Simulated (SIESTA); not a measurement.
Crystal: Sn.

```xyz
2
Lattice="0.0000 3.2333 3.2333 3.2333 0.0000 3.2333 3.2333 3.2333 0.0000" Properties=species:S:1:pos:R:3 pbc="T T T"
Sn    4.8500    4.8500    4.8500
Sn    3.2333    3.2333    3.2333
```

This isn't the form of Sn at room conditions, which is tetragonal (white tin).

Program: SIESTA 5.4.2. Alike in all runs: task band structure; no spin polarisation; cell as given; k mesh 7 × 7 × 7; smearing fermi-dirac 0.05 eV; grid cutoff 500 Ry.

Q: Order these runs on this cell by their pressure, lowest first.
A. level LDA; potentials or basis PseudoDojo 0.4 standard (LDA files), DZP (energy shift 0.003 Ry; two zetas on semicore shells); energy shift 0.003 Ry
B. level PBEsol; potentials or basis PseudoDojo 0.4 standard (PBEsol files), DZP (energy shift 0.003 Ry; two zetas on semicore shells); energy shift 0.003 Ry
C. level PBE; potentials or basis SG15 1.2 NC or PseudoDojo by element (PBE files), DZP (energy shift 0.002 Ry); energy shift 0.002 Ry

A: A (0.4 GPa), B (1.9 GPa), C (4.0 GPa).

Caveats: the basis of atomic orbitals isn't converged, which shifts pressures, moduli and gaps; semicore shells carry a single zeta, which can move pressures by several GPa and volumes by a few percent (some runs).

Not every run made on this cell is shown here.
